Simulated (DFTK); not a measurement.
Crystal: MgB2.

```
Mg B
1.0
     3.08500    0.00000    0.00000
    -1.54250    2.67169    0.00000
     0.00000    0.00000    3.52300
Mg B
1 2
Direct
  0.00000 0.00000 0.00000
  0.66667 0.33333 0.50000
  0.33333 0.66667 0.50000
```

Base run:

* Program: DFTK 0.8.2
* Functional: PBE
* Potentials or basis: dojo.nc.sr.pbe.v0_4_1.standard.upf (PBE)
* Cutoff: 1143 eV
* k mesh: 10 × 10 × 8
* Occupations: fermi-dirac, width 0.05 eV
* Spin: no spin polarisation

Its results: band gap on the k mesh none (metal or under the smearing width); pressure -0.9 GPa.

**Question.** The run is repeated on the same cell with these changes: functional from PBE to PBEsol; potentials or basis from dojo.nc.sr.pbe.v0_4_1.standard.upf (PBE) to dojo.nc.sr.pbesol.v0_4_1.standard.upf (PBEsol). What comes out?

**Answer.** Band gap on the k mesh none (metal or under the smearing width); pressure -2.7 GPa.

Not every run made on this cell is shown here.
